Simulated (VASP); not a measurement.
# KTaO3 (Pm-3m) in VASP: notebook

The runs below take KTaO3 through relaxation of cell and atoms, with PBEsol, PBE.

Everything below comes from runs of VASP 6.6.1. Logs are shortened: lines on timing, memory, paths and dates and some standing lists are left out, and cuts for length are marked.

**1. The structure**

Symmetry: Pm-3m, No. 221, cubic system. The conventional cell has a = 3.988 Å, b = 3.988 Å, c = 3.988 Å, α = 90.00°, β = 90.00°, γ = 90.00°. K (site symmetry m-3m) is surrounded by 12 O at 2.82 Å. Ta (site symmetry m-3m) is surrounded by 6 O at 1.99 Å. Around O (site symmetry 4/mmm) lie 2 Ta at 1.99 Å.

**2. Relaxation of cell and atoms, PBEsol**

INCAR

```
SYSTEM = KTaO3
  PREC = Accurate
  ENCUT = 600
  EDIFF = 1E-6
  ISMEAR = 0
  SIGMA = 0.03
  LREAL = .False.
  LASPH = .True.
  NELM = 80
  ALGO = Normal
  ISIF = 3
  LWAVE = .False.
  LCHARG = .False.
  GGA = PS
  IBRION = 2
  NSW = 90
  EDIFFG = -0.01
```

KPOINTS

```
Automatic mesh
0
Gamma
  8 8 8
  0 0 0
```

POSCAR

```
KTaO3
1.0
    3.9883000000      0.0000000000      0.0000000000
    0.0000000000      3.9883000000      0.0000000000
    0.0000000000      0.0000000000      3.9883000000
K Ta O
1 1 3
Direct
    0.5000000000      0.5000000000      0.5000000000
    0.0000000000      0.0000000000      0.0000000000
    0.5000000000      0.0000000000      0.0000000000
    0.0000000000      0.5000000000      0.0000000000
    0.0000000000      0.0000000000      0.5000000000
```

Potentials or basis: VASP PAW PBE potentials, release 64 (K_sv, Ta_pv, O).

The run is started by

```console
$ cat potpaw_PBE.64/K_sv/POTCAR potpaw_PBE.64/Ta_pv/POTCAR potpaw_PBE.64/O/POTCAR > POTCAR
$ mpirun -np 1 vasp_std > vasp.out
```

OUTCAR:

```text
SYSTEM = KTaO3
   PREC = Accurate
   ENCUT = 600
   EDIFF = 1E-6
   ISMEAR = 0
   LREAL = .False.
   LASPH = .True.
   NELM = 80
   ISIF = 3
   GGA = PS
   IBRION = 2
   NSW = 90
   EDIFFG = -0.01

 ion  position               nearest neighbor table
   1  0.500  0.500  0.500-   3 2.82   4 2.82   5 2.82   3 2.82   4 2.82   3 2.82   5 2.82   3 2.82
                             4 2.82   5 2.82   4 2.82   5 2.82   2 3.45   2 3.45   2 3.45   2 3.45
   2  0.000  0.000  0.000-   3 1.99   4 1.99   5 1.99   5 1.99   4 1.99   3 1.99   1 3.45   1 3.45
                             1 3.45   1 3.45   1 3.45   1 3.45   1 3.45   1 3.45
   3  0.500  0.000  0.000-   2 1.99   2 1.99   1 2.82   1 2.82   1 2.82   1 2.82
   4  0.000  0.500  0.000-   2 1.99   2 1.99   1 2.82   1 2.82   1 2.82   1 2.82
   5  0.000  0.000  0.500-   2 1.99   2 1.99   1 2.82   1 2.82   1 2.82   1 2.82

  LATTYP: Found a simple cubic cell.
 ALAT       =     3.9883000000

  Lattice vectors:

 A1 = (   3.9883000000,   0.0000000000,   0.0000000000)
 A2 = (   0.0000000000,   3.9883000000,   0.0000000000)
 A3 = (   0.0000000000,   0.0000000000,   3.9883000000)

Analysis of symmetry for initial positions (statically):
=====================================================================
 Subroutine PRICEL returns:
 Original cell was already a primitive cell.

 Routine SETGRP: Setting up the symmetry group for a
 simple cubic supercell.

 Subroutine GETGRP returns: Found 48 space group operations
 (whereof 48 operations were pure point group operations)
 out of a pool of 48 trial point group operations.

The static configuration has the point symmetry O_h .

Analysis of symmetry for dynamics (positions and initial velocities):
=====================================================================
 Subroutine PRICEL returns:
 Original cell was already a primitive cell.

 Routine SETGRP: Setting up the symmetry group for a
 simple cubic supercell.

 Subroutine GETGRP returns: Found 48 space group operations
 (whereof 48 operations were pure point group operations)
 out of a pool of 48 trial point group operations.

The dynamic configuration has the point symmetry O_h .

 Subroutine INISYM returns: Found 48 space group operations
 (whereof 48 operations are pure point group operations),
 and found     1 'primitive' translations

----------------------------------------------------------------------------------------

                                     Primitive cell

  volume of cell :      63.4400

[... 106 lines left out ...]
   NUPDOWN=      -1.0000    fix difference up-down
   EMIN   =  10.00;   EMAX   =-10.00  energy-range for DOS
   EFERMI =   0.00;   METHOD = LEGACY
   ISMEAR =     0;   SIGMA  =   0.03  broadening in eV -4-tet -1-fermi 0-gaus
   EFERMI_NEDOS =   21; number of points for ismear=-14 and -15
   IALGO  =     38    algorithm
   IMIX   =      4    mixing-type and parameters
     AMIX     =   0.40;   BMIX     =  1.00
     AMIX_MAG =   1.60;   BMIX_MAG =  1.00
  volume/ion in A,a.u.               =      12.69        85.62
  Fermi-wavevector in a.u.,A,eV,Ry     =   1.380008  2.607837 25.911228  1.904422
  Thomas-Fermi vector in A             =   2.504925
   LORBIT       =      0    0 simple, 1 ext, 2 COOP (PROOUT), +10 PAW based schemes
   GGA     = PS    functional components
   LHFCALC =     F    Hartree Fock is set to
   AEXX    =    0.0000 exact exchange contribution
   IVDW    =     0    specifies the selected vdW correction
   LEPSILON=     F    determine dielectric tensor
   LRPA    =     F    only Hartree local field effects (RPA)
 conjugate gradient relaxation of ions
 non-spin polarized calculation
 Gauss-broadening in eV      SIGMA  =   0.03
  energy-cutoff  :      600.00
  volume of cell :       63.44
 maximum number of plane-waves:      2176
 NGX is ok and might be reduce to    32
   NGX = 15   NGY = 15   NGZ = 15

--------------------------------------- Ionic step        1  -------------------------------------------

 number of electron      37.9999990 magnetization

 Free energy of the ion-electron system (eV)
  ---------------------------------------------------
  ext. energy  EPLUGINS =         0.00000000
  ---------------------------------------------------
  free energy    TOTEN  =       -42.92835871 eV

  energy without entropy =      -42.92835871  energy(sigma->0) =      -42.92835871

------------------------ aborting loop because EDIFF is reached ----------------------------------------

  FORCE on cell =-STRESS in cart. coord.  units (eV):
  Direction    XX          YY          ZZ          XY          YZ          ZX
  --------------------------------------------------------------------------------------
  -------------------------------------------------------------------------------------
  Total        0.0524317      0.0524317      0.0524317      0.0000000     -0.0000000      0.0000000
  in kB        1.3241620      1.3241620      1.3241620      0.0000000     -0.0000000      0.0000000
  external PRESSURE =       1.3241620 kB  Pullay stress =       0.0000000 kB
[... 65 lines left out ...]
--------------------------------------- Ionic step        3  -------------------------------------------

 number of electron      37.9999991 magnetization

 Free energy of the ion-electron system (eV)
  ---------------------------------------------------
  ext. energy  EPLUGINS =         0.00000000
  ---------------------------------------------------
  free energy    TOTEN  =       -42.92837421 eV

  energy without entropy =      -42.92837421  energy(sigma->0) =      -42.92837421

 E-fermi :   1.8630     XC(G=0): -11.1360

 val. band max:        1.6569870753   @ k =   0.5000   0.5000   0.5000
 cond. band min:       3.7423755009   @ k =   0.0000   0.0000   0.0000
 fundamental gap:      2.0853884256
 Fermi energy:         1.8630365950

 k-point     1 :       0.0000    0.0000    0.0000
  band No.  band energies     occupation
      1     -32.4080      2.00000
      2     -32.4080      2.00000
      3     -32.4080      2.00000
      4     -25.4600      2.00000
      5     -15.8260      2.00000
      6     -15.0987      2.00000
[... 613 lines left out ...]
     22       7.7033      0.00000
     23       9.9772      0.00000

 [... further k-points ...]

------------------------ aborting loop because EDIFF is reached ----------------------------------------

  FORCE on cell =-STRESS in cart. coord.  units (eV):
  Direction    XX          YY          ZZ          XY          YZ          ZX
  --------------------------------------------------------------------------------------
  -------------------------------------------------------------------------------------
  Total        0.0036085      0.0036085      0.0036085      0.0000000     -0.0000000      0.0000000
  in kB        0.0910788      0.0910788      0.0910788      0.0000000     -0.0000000      0.0000000
  external PRESSURE =       0.0910788 kB  Pullay stress =       0.0000000 kB
[... 20 lines left out ...]
  FREE ENERGIE OF THE ION-ELECTRON SYSTEM (eV)
  ---------------------------------------------------
  free  energy   TOTEN  =       -42.9283742058 eV

  energy  without entropy=      -42.9283742058  energy(sigma->0) =      -42.92837421

 reached required accuracy - stopping structural energy minimisation
```

Wall time 70 s (1 thread of Intel Xeon Platinum 8488C (Sapphire Rapids), shared host); peak memory 0.22 GiB.

What came out:

```
Free energy                            : -42.9284 eV
Relaxed volume                         : 12.70 Å³/atom
Relaxed cell                           : a = 3.989 Å, b = 3.989 Å, c = 3.989 Å, α = 90.00°, β = 90.00°, γ = 90.00°
Space group after relaxing (to 0.05 Å) : Pm-3m (No. 221)
Energy gained by relaxing              : 0.0 meV/atom
Ionic steps                            : 3
Pressure after relaxing                : 0.0 GPa
Band gap on the k mesh                 : 2.09 eV, indirect (least direct gap 2.71 eV)
```

Final structure:
```
K Ta O
1.0
     3.98907    0.00000    0.00000
     0.00000    3.98907    0.00000
     0.00000    0.00000    3.98907
K Ta O
1 1 3
Direct
  0.50000 0.50000 0.50000
  0.00000 0.00000 0.00000
  0.50000 0.00000 0.00000
  0.00000 0.50000 0.00000
  0.00000 0.00000 0.50000
```

Caveat: the PAW data sets were made with another functional, which shifts forces and pressure a little; spin-orbit coupling is left out, which moves the levels of the heavy elements. A k mesh can miss the band edges.

**3. Relaxation of cell and atoms, PBEsol**

INCAR, as its differences from that of step 2:

```diff
@@ -3,3 +3,3 @@
   ENCUT = 600
-  EDIFF = 1E-6
+  EDIFF = 1E-7
   ISMEAR = 0
@@ -16,2 +16,2 @@
   NSW = 90
-  EDIFFG = -0.01
+  EDIFFG = -0.005
```

KPOINTS is that of step 2.

POSCAR

```
KTaO3                                   
1.0
    3.9890690670      0.0000000000      0.0000000000
    0.0000000000      3.9890690670      0.0000000000
   -0.0000000000     -0.0000000000      3.9890690670
  K               Ta              O             
     1     1     3
Direct
     0.5000000000000000    0.5000000000000000    0.5000000000000000
     0.0000000000000000    0.0000000000000000    0.0000000000000000
     0.5000000000000000    0.0000000000000000    0.0000000000000000
     0.0000000000000000    0.5000000000000000    0.0000000000000000
     0.0000000000000000    0.0000000000000000    0.5000000000000000
```

Potentials or basis: VASP PAW PBE potentials, release 64 (K_sv, Ta_pv, O).

The run is started by

```console
$ cat potpaw_PBE.64/K_sv/POTCAR potpaw_PBE.64/Ta_pv/POTCAR potpaw_PBE.64/O/POTCAR > POTCAR
$ mpirun -np 1 vasp_std > vasp.out
```

Run time: 37 s. Hardware: 1 thread of Intel Xeon Platinum 8488C (Sapphire Rapids), shared host; peak memory 0.21 GiB.

Results (log left out):

| Property | Result |
| --- | --- |
| Free energy | -42.9285 eV |
| Pressure after relaxing | 0.0 GPa |
| Band gap on the k mesh | 2.09 eV, indirect (least direct gap 2.71 eV) |

Final structure:
```
CELL_PARAMETERS angstrom
3.98907 0.00000 0.00000
0.00000 3.98907 0.00000
0.00000 0.00000 3.98907
ATOMIC_POSITIONS crystal
K 0.50000 0.50000 0.50000
Ta 0.00000 0.00000 0.00000
O 0.50000 0.00000 0.00000
O 0.00000 0.50000 0.00000
O 0.00000 0.00000 0.50000
```

Levels at points of the mesh, in eV from the valence-band top:
```
           k point  band 16  band 17  band 18  band 19  band 20  band 21  band 22  band 23
(0.00, 0.00, 0.00)    -1.07    -0.62    -0.62    -0.62     2.09     2.09     2.09     6.44
(0.50, 0.00, 0.00)    -2.18    -1.55    -0.85    -0.85     2.25     4.98     4.98     6.79
(0.50, 0.50, 0.00)    -1.66    -1.45    -1.45    -0.04     5.02     5.02     6.31     7.63
(0.50, 0.50, 0.50)    -3.94     0.00     0.00     0.00     6.45     6.45     6.45     8.80
```

Caveat: the relaxation stopped at its first step, so nothing moved; the PAW data sets were made with another functional, which shifts forces and pressure a little; spin-orbit coupling is left out, which moves the levels of the heavy elements.

**4. Relaxation of cell and atoms, PBE**

INCAR

```
ALGO = Normal
EDIFF = 1E-6
EDIFFG = -0.01
ENCUT = 600
GGA = PE
IBRION = 2
ISIF = 3
ISMEAR = 0
LASPH = T
LCHARG = F
LREAL = F
LWAVE = F
NELM = 80
NSW = 90
PREC = Accurate
SIGMA = 0.03
```

KPOINTS

```
k-points
0
Gamma
  8 8 8
```

POSCAR

```
KTaO3
1.0
    3.9883000000      0.0000000000      0.0000000000
    0.0000000000      3.9883000000      0.0000000000
    0.0000000000      0.0000000000      3.9883000000
K Ta O
1 1 3
Direct
    0.5000000000      0.5000000000      0.5000000000
    0.0000000000      0.0000000000      0.0000000000
    0.5000000000      0.0000000000      0.0000000000
    0.0000000000      0.5000000000      0.0000000000
    0.0000000000      0.0000000000      0.5000000000
```

The run is started by

```console
$ cat potpaw_PBE.64/K_sv/POTCAR potpaw_PBE.64/Ta_pv/POTCAR potpaw_PBE.64/O/POTCAR > POTCAR
$ mpirun -np 1 vasp_std > vasp.out
```

Wall time 2 min (1 thread of Intel Xeon Platinum 8488C (Sapphire Rapids), shared host); peak memory 0.23 GiB.

The run converged. Its results:

```
Free energy                            : -41.0721 eV
Relaxed volume                         : 13.07 Å³/atom
Relaxed cell                           : a = 4.028 Å, b = 4.028 Å, c = 4.028 Å, α = 90.00°, β = 90.00°, γ = 90.00°
Space group after relaxing (to 0.05 Å) : Pm-3m (No. 221)
Energy gained by relaxing              : 6.8 meV/atom
Ionic steps                            : 3
Pressure after relaxing                : -0.1 GPa
Band gap on the k mesh                 : 2.11 eV, indirect (least direct gap 2.74 eV)
```

Step by step:
| step | energy change (eV) | largest force (eV/Å) | pressure (GPa) | volume (Å³) |
| --- | --- | --- | --- | --- |
| 1 | 0.0000 | 0.0000 | 5.90 | 63.44 |
| 2 | 0.0186 | 0.0000 | -6.49 | 67.83 |
| 3 | -0.0339 | 0.0000 | -0.05 | 65.34 |

Final structure:
```
K Ta O
1.0
     4.02782    0.00000    0.00000
     0.00000    4.02782    0.00000
     0.00000    0.00000    4.02782
K Ta O
1 1 3
Direct
  0.50000 0.50000 0.50000
  0.00000 0.00000 0.00000
  0.50000 0.00000 0.00000
  0.00000 0.50000 0.00000
  0.00000 0.00000 0.50000
```

Levels at points of the mesh, in eV from the valence-band top:
```tsv
k point	band 15	band 16	band 17	band 18	band 19	band 20	band 21	band 22	band 23
(0.00, 0.00, 0.00)	-1.01	-1.01	-0.63	-0.63	-0.63	2.11	2.11	2.11	6.39
(0.50, 0.00, 0.00)	-2.31	-2.07	-1.44	-0.85	-0.85	2.26	4.82	4.82	6.46
(0.50, 0.50, 0.00)	-2.72	-1.70	-1.40	-1.40	-0.04	4.86	4.86	6.09	7.29
(0.50, 0.50, 0.50)	-3.81	-3.81	0.00	0.00	0.00	6.21	6.21	6.21	8.83
```

Caveat: spin-orbit coupling is left out, which moves the levels of the heavy elements.

**5. Relaxation of cell and atoms, PBE**

This run uses another cell than the first one, of 13.07 Å³/atom, 1.030 times its volume.

INCAR, as its differences from that of step 4:

```diff
@@ -1,4 +1,4 @@
 ALGO = Normal
-EDIFF = 1E-6
-EDIFFG = -0.01
+EDIFF = 1E-7
+EDIFFG = -0.005
 ENCUT = 600
```

KPOINTS is that of step 4.

POSCAR

```
KTaO3                                   
1.0
    4.0278175628      0.0000000000      0.0000000000
    0.0000000000      4.0278175628      0.0000000000
   -0.0000000000     -0.0000000000      4.0278175628
  K               Ta              O             
     1     1     3
Direct
     0.5000000000000000    0.5000000000000000    0.5000000000000000
     0.0000000000000000    0.0000000000000000    0.0000000000000000
     0.5000000000000000    0.0000000000000000    0.0000000000000000
     0.0000000000000000    0.5000000000000000    0.0000000000000000
     0.0000000000000000    0.0000000000000000    0.5000000000000000
```

The run is started by

```console
$ cat potpaw_PBE.64/K_sv/POTCAR potpaw_PBE.64/Ta_pv/POTCAR potpaw_PBE.64/O/POTCAR > POTCAR
$ mpirun -np 1 vasp_std > vasp.out
```

It took 1.9 min on 1 thread of Intel Xeon Platinum 8488C (Sapphire Rapids), shared host; peak memory 0.23 GiB.

The run converged. Its results:

* Free energy: -41.0760 eV
* Relaxed volume: 13.06 Å³/atom
* Relaxed cell: a = 4.027 Å, b = 4.027 Å, c = 4.027 Å, α = 90.00°, β = 90.00°, γ = 90.00°
* Space group after relaxing (to 0.05 Å): Pm-3m (No. 221)
* Energy gained by relaxing: 0.0 meV/atom
* Ionic steps: 3
* Pressure after relaxing: 0.0 GPa
* Band gap on the k mesh: 2.11 eV, indirect (least direct gap 2.74 eV)

Final structure:
```xyz
5
Lattice="4.0273 0.0000 0.0000 0.0000 4.0273 0.0000 0.0000 0.0000 4.0273" Properties=species:S:1:pos:R:3 pbc="T T T"
K     2.0136    2.0136    2.0136
Ta    0.0000    0.0000    0.0000
O     2.0136    0.0000    0.0000
O     0.0000    2.0136    0.0000
O     0.0000    0.0000    2.0136
```

Levels at points of the mesh, in eV from the valence-band top:
```csv
k point,band 16,band 17,band 18,band 19,band 20,band 21,band 22,band 23
"(0.00, 0.00, 0.00)",-1.01,-0.63,-0.63,-0.63,2.11,2.11,2.11,6.40
"(0.50, 0.00, 0.00)",-2.07,-1.44,-0.85,-0.85,2.26,4.83,4.83,6.47
"(0.50, 0.50, 0.00)",-1.70,-1.40,-1.40,-0.04,4.86,4.86,6.10,7.29
"(0.50, 0.50, 0.50)",-3.81,0.00,0.00,0.00,6.21,6.21,6.21,8.83
```

Caveat: spin-orbit coupling is left out, which moves the levels of the heavy elements. A hybrid or GW would open this gap; PBE tends to underestimate it.
